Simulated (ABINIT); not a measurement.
# GaAs (F-43m) in ABINIT: settings compared

The runs below take GaAs through single point, relaxation of cell and atoms, with PBEsol, LDA, PBE.

All numbers are computed with ABINIT 10.8.3 (patched build); they aren't measurements. Logs are shortened: lines on timing, memory, paths and dates and some standing lists are left out, and cuts for length are marked. The log counts tension as positive stress, the text compression.

**What was measured.**

“Evidence of valence band perturbations in GaAsN/GaAs(001): A combined variable-angle spectroscopic ellipsometry and modulated photoreflectance investigation”, 2008, arxiv:0805.2212 reports, for a bulk crystal of GaAs at 300 K: band gap 1.418 ± 0.005 eV (direct); band gap 1.412 ± 0.01 eV (direct).

The runs below are set against these values where they give the same quantity.

### 1 Starting point

The structure is cubic, space group F-43m (No. 216). The conventional cell has a = 5.654 Å, b = 5.654 Å, c = 5.654 Å, α = 90.00°, β = 90.00°, γ = 90.00°. Around As (site symmetry -43m) lie 4 Ga at 2.45 Å. Around Ga (site symmetry -43m) lie 4 As at 2.45 Å.

### 2 Single point, PBEsol

File run.abi:

```
pp_dirpath "./"
pseudos "As.upf, Ga.upf"

acell 3*1.0 Angstrom
rprim
     0.0000000000     2.8268500000     2.8268500000
     2.8268500000     0.0000000000     2.8268500000
     2.8268500000     2.8268500000     0.0000000000
ntypat 2
znucl 33 31
natom 2
typat 1 2
xred
     0.7500000000     0.7500000000     0.7500000000
     0.0000000000     0.0000000000     0.0000000000

ecut 38.0

kptopt 1
ngkpt 6 6 6
nshiftk 1
shiftk 0.0 0.0 0.0

ixc -116133

nband 18
occopt 3
tsmear 0.05 eV

nstep 100
tolvrs 1.0e-10

iomode 3
prtwf 0
prtden 0
prteig 0
prtebands 0
enunit 2
```

Potentials or basis: PseudoDojo NC SR PBEsol v0.4.1 standard.

On the command line:

```
> abinit run.abi > log 2>&1
```

run.abo:

```text
.Version 10.8.3 of ABINIT
 Symmetries : space group F-4 3 m (#216); Bravais cF (face-center cubic)
================================================================================
 Values of the parameters that define the memory need of the present run
     intxc =       0    ionmov =       0      iscf =       7    lmnmax =       6
     lnmax =       6     mgfft =      45  mpssoang =       3    mqgrid =    3001
     natom =       2  nloc_mem =       1    nspden =       1   nspinor =       1
    nsppol =       1      nsym =      24    n1xccc =    2501    ntypat =       2
    occopt =       3   xclevel =       2
       mpw =        3428          nfft =       91125          nkpt =          16
================================================================================
================================================================================

--------------------------------------------------------------------------------
------------- Echo of variables that govern the present computation ------------
--------------------------------------------------------------------------------
 -outvars: echo values of preprocessed input variables --------
            acell      1.8897261259E+00  1.8897261259E+00  1.8897261259E+00 Bohr
              amu      7.49215900E+01  6.97230000E+01
             ecut      3.80000000E+01 Hartree
           enunit           2
              ixc     -116133
         kptrlatt        6    0    0      0    6    0      0    0    6
          kptrlen      4.53281381E+01
            natom           2
            nband          18
            ngfft          45      45      45
             nkpt          16
            nstep         100
             nsym          24
           ntypat           2
           occopt           3
           prtden           0
        prtebands           0
           prteig           0
            prtwf           0
            rprim      0.0000000000E+00  2.8268500000E+00  2.8268500000E+00
                       2.8268500000E+00  0.0000000000E+00  2.8268500000E+00
                       2.8268500000E+00  2.8268500000E+00  0.0000000000E+00
          spgroup         216
           tolvrs      1.00000000E-10
           tsmear      1.83746611E-03 Hartree
            typat      1  2
           xangst      4.2402750000E+00  4.2402750000E+00  4.2402750000E+00
                       0.0000000000E+00  0.0000000000E+00  0.0000000000E+00
            xcart      8.0129584485E+00  8.0129584485E+00  8.0129584485E+00
                       0.0000000000E+00  0.0000000000E+00  0.0000000000E+00
             xred      7.5000000000E-01  7.5000000000E-01  7.5000000000E-01
                       0.0000000000E+00  0.0000000000E+00  0.0000000000E+00
            znucl       33.00000   31.00000

================================================================================

 chkinp: Checking input parameters for consistency.

================================================================================
== DATASET  1 ==================================================================

--- !DatasetInfo
iteration_state: {dtset: 1, }
dimensions: {natom: 2, nkpt: 16, mband: 18, nsppol: 1, nspinor: 1, nspden: 1, mpw: 3428, }
cutoff_energies: {ecut:  38.0, pawecutdg:  -1.0, }
electrons: {nelect:   2.80000000E+01, charge:   0.00000000E+00, occopt:   3.00000000E+00, tsmear:   1.83746611E-03, }
meta: {optdriver: 0, ionmov: 0, optcell: 0, iscf: 7, paral_kgb: 0, }
...

 Real(R)+Recip(G) space primitive vectors, cartesian coordinates (Bohr,Bohr^-1):
 R(1)=  0.0000000  5.3419723  5.3419723  G(1)= -0.0935984  0.0935984  0.0935984
 R(2)=  5.3419723  0.0000000  5.3419723  G(2)=  0.0935984 -0.0935984  0.0935984
 R(3)=  5.3419723  5.3419723  0.0000000  G(3)=  0.0935984  0.0935984 -0.0935984
 Unit cell volume ucvol=  3.0488418E+02 bohr^3
 Angles (23,13,12)=  6.00000000E+01  6.00000000E+01  6.00000000E+01 degrees

 getcut: wavevector=  0.0000  0.0000  0.0000  ngfft=  45  45  45
         ecut(hartree)=     38.000   => boxcut(ratio)=   2.09884

--- Pseudopotential description ------------------------------------------------
- pspini: atom type   1  psp file is ./As.upf
12 -116133 2 -1 1342                          pspcod,pspxc,lmax,lloc,mmax
     nproj     2     2     2

- pspini: atom type   2  psp file is ./Ga.upf
12 -116133 2 -1 1902                          pspcod,pspxc,lmax,lloc,mmax
     nproj     2     2     2

   1.49243481E+03                                ecore*ucvol(ha*bohr**3)
--------------------------------------------------------------------------------

================================================================================

--- !BeginCycle
iteration_state: {dtset: 1, }
solver: {iscf: 7, nstep: 100, nline: 4, wfoptalg: 0, }
tolerances: {tolvrs: 1.00E-10, }
...

     iter   Etot(hartree)      deltaE(h)  residm     vres2
 ETOT  1  -178.53237760226    -1.785E+02 9.862E-01 4.008E+03
 ETOT  2  -181.61148225817    -3.079E+00 7.792E-02 5.652E+03
 ETOT  3  -182.17584137795    -5.644E-01 6.629E-02 1.051E+03
 ETOT  4  -182.24569303981    -6.985E-02 1.185E-02 4.997E+02
 ETOT  5  -182.29000317229    -4.431E-02 1.971E-03 1.318E+02
 ETOT  6  -182.30516956209    -1.517E-02 5.548E-04 7.659E+00
 ETOT  7  -182.30606255215    -8.930E-04 3.641E-04 4.272E-01
 ETOT  8  -182.30611723831    -5.469E-05 1.922E-05 4.182E-04
 ETOT  9  -182.30611715382     8.449E-08 5.566E-05 1.574E-03
 ETOT 10  -182.30611736967    -2.159E-07 2.157E-06 6.482E-07
 ETOT 11  -182.30611736992    -2.465E-10 1.794E-05 1.360E-08
 ETOT 12  -182.30611736992     1.137E-12 8.005E-07 9.951E-09
 ETOT 13  -182.30611736992    -8.242E-13 5.919E-06 6.296E-11

 At SCF step   13       vres2   =  6.30E-11 < tolvrs=  1.00E-10 =>converged.

 Cartesian components of stress tensor (hartree/bohr^3)
  sigma(1 1)=  2.55556666E-05  sigma(3 2)=  0.00000000E+00
  sigma(2 2)=  2.55556666E-05  sigma(3 1)=  0.00000000E+00
  sigma(3 3)=  2.55556666E-05  sigma(2 1)=  0.00000000E+00

--- !ResultsGS
iteration_state: {dtset: 1, }
comment   : Summary of ground state results
lattice_vectors:
- [  0.0000000,   5.3419723,   5.3419723, ]
- [  5.3419723,   0.0000000,   5.3419723, ]
- [  5.3419723,   5.3419723,   0.0000000, ]
lattice_lengths: [   7.55469,    7.55469,    7.55469, ]
lattice_angles: [ 60.000,  60.000,  60.000, ] # degrees, (23, 13, 12)
lattice_volume:   3.0488418E+02
convergence: {deltae: -8.242E-13, res2:  6.296E-11, residm:  5.919E-06, diffor: null, }
etotal    :  -1.82306117E+02
entropy   :   0.00000000E+00
fermie    :   1.53052404E-01
cartesian_stress_tensor: # hartree/bohr^3
- [  2.55556666E-05,   0.00000000E+00,   0.00000000E+00, ]
- [  0.00000000E+00,   2.55556666E-05,   0.00000000E+00, ]
- [  0.00000000E+00,   0.00000000E+00,   2.55556666E-05, ]
pressure_GPa:  -7.5187E-01
xred      :
- [  7.5000E-01,   7.5000E-01,   7.5000E-01, As]
- [  0.0000E+00,   0.0000E+00,   0.0000E+00, Ga]
cartesian_forces: # hartree/bohr
- [  2.01621804E-28,   2.01621804E-28,  -6.04865411E-28, ]
- [ -2.01621804E-28,  -2.01621804E-28,   6.04865411E-28, ]
force_length_stats: {min:   6.68703872E-28, max:   6.68703872E-28, mean:   6.68703872E-28, }
...

 Integrated electronic density in atomic spheres:
 ------------------------------------------------
 Atom  Sphere_radius  Integrated_density
    1        2.00000         12.37085607
    2        2.00000         10.81951416
================================================================================

 ----iterations are completed or convergence reached----

 Mean square residual over all n,k,spin=   22.371E-09; max=  59.186E-07
 reduced coordinates (array xred) for    2 atoms
       0.750000000000      0.750000000000      0.750000000000
       0.000000000000      0.000000000000      0.000000000000
 rms dE/dt=  3.0464E-27; max dE/dt=  4.3082E-27; dE/dt below (all hartree)
    1       0.000000000000      0.000000000000      0.000000000000
    2      -0.000000000000     -0.000000000000      0.000000000000

 cartesian coordinates (angstrom) at end:
    1      4.24027500000000     4.24027500000000     4.24027500000000
    2      0.00000000000000     0.00000000000000     0.00000000000000

 cartesian forces (hartree/bohr) at end:
    1      0.00000000000000     0.00000000000000    -0.00000000000000
    2     -0.00000000000000    -0.00000000000000     0.00000000000000
 frms,max,avg= 3.8607636E-28 6.0486541E-28   0.000E+00  0.000E+00  0.000E+00 h/b

 cartesian forces (eV/Angstrom) at end:
    1      0.00000000000000     0.00000000000000    -0.00000000000000
    2     -0.00000000000000    -0.00000000000000     0.00000000000000
 frms,max,avg= 1.9852845E-26 3.1103430E-26   0.000E+00  0.000E+00  0.000E+00 e/A
 length scales=  1.889726125908  1.889726125908  1.889726125908 bohr
              =  1.000000000000  1.000000000000  1.000000000000 angstroms
 Fermi (or HOMO) energy (hartree) =   0.15305   Average Vxc (hartree)=  -0.37413
 Eigenvalues (hartree) for nkpt=  16  k points:
 kpt#   1, nband= 18, wtk=  0.00463, kpt=  0.0000  0.0000  0.0000 (reduced coord)
  -1.15022   -1.15022   -1.15022   -1.14985   -1.14985   -0.40048   -0.40048   -0.40048
  -0.39760   -0.39760   -0.32471    0.14397    0.14397    0.14397    0.16009    0.28002
   0.28002    0.28002
      occupation numbers for kpt#   1
   2.00000    2.00000    2.00000    2.00000    2.00000    2.00000    2.00000    2.00000
   2.00000    2.00000    2.00000    1.98586    1.98586    1.98586    0.04252    0.00000
   0.00000    0.00000
 prteigrs : prtvol=0 or 1, do not print more k-points.

 Fermi (or HOMO) energy (eV) =   4.16477   Average Vxc (eV)= -10.18067
 Eigenvalues (   eV  ) for nkpt=  16  k points:
 kpt#   1, nband= 18, wtk=  0.00463, kpt=  0.0000  0.0000  0.0000 (reduced coord)
 -31.29896  -31.29896  -31.29896  -31.28915  -31.28915  -10.89767  -10.89767  -10.89767
 -10.81931  -10.81931   -8.83570    3.91752    3.91752    3.91752    4.35624    7.61964
   7.61964    7.61964
 prteigrs : prtvol=0 or 1, do not print more k-points.

--- !EnergyTerms
iteration_state     : {dtset: 1, }
comment             : Components of total free energy in Hartree
kinetic             :  1.38792668844238E+02
hartree             :  5.73003964654536E+01
xc                  : -4.42342978975257E+01
Ewald energy        : -9.91764168217229E+01
psp_core            :  4.89508772439145E+00
local_psp           : -1.49610891175367E+02
non_local_psp       : -9.02726605980483E+01
internal            : -1.82306113458581E+02
'-kT*entropy'       : -3.91133773801687E-06
total_energy        : -1.82306117369919E+02
total_energy_eV     : -4.96080217475801E+03
band_energy         : -1.59020644570910E+01
...

 Cartesian components of stress tensor (hartree/bohr^3)
  sigma(1 1)=  2.55556666E-05  sigma(3 2)=  0.00000000E+00
  sigma(2 2)=  2.55556666E-05  sigma(3 1)=  0.00000000E+00
  sigma(3 3)=  2.55556666E-05  sigma(2 1)=  0.00000000E+00

-Cartesian components of stress tensor (GPa)         [Pressure= -7.5187E-01 GPa]
- sigma(1 1)=  7.51873669E-01  sigma(3 2)=  0.00000000E+00
- sigma(2 2)=  7.51873669E-01  sigma(3 1)=  0.00000000E+00
- sigma(3 3)=  7.51873669E-01  sigma(2 1)=  0.00000000E+00

== END DATASET(S) ==============================================================
================================================================================

 -outvars: echo values of variables after computation  --------
            acell      1.8897261259E+00  1.8897261259E+00  1.8897261259E+00 Bohr
           etotal     -1.8230611737E+02
            fcart      2.0162180352E-28  2.0162180352E-28 -6.0486541055E-28
                      -2.0162180352E-28 -2.0162180352E-28  6.0486541055E-28
            rprim      0.0000000000E+00  2.8268500000E+00  2.8268500000E+00
                       2.8268500000E+00  0.0000000000E+00  2.8268500000E+00
                       2.8268500000E+00  2.8268500000E+00  0.0000000000E+00
           strten      2.5555666567E-05  2.5555666567E-05  2.5555666567E-05
                       0.0000000000E+00  0.0000000000E+00  0.0000000000E+00
           xangst      4.2402750000E+00  4.2402750000E+00  4.2402750000E+00
                       0.0000000000E+00  0.0000000000E+00  0.0000000000E+00
             xred      7.5000000000E-01  7.5000000000E-01  7.5000000000E-01
                       0.0000000000E+00  0.0000000000E+00  0.0000000000E+00
 Calculation completed.
```

It took 35 s on 1 thread of Arm Neoverse V2, shared host; peak memory 0.09 GiB.

Results:

| Property | Result |
| --- | --- |
| Free energy | -4960.8022 eV |
| Pressure | -0.8 GPa |
| Band gap on the k mesh | 0.44 eV, direct |
| Valence electrons inside the program's atomic spheres | As 12.37; Ga 10.82 |

(Part 1 of 2 ends here.)
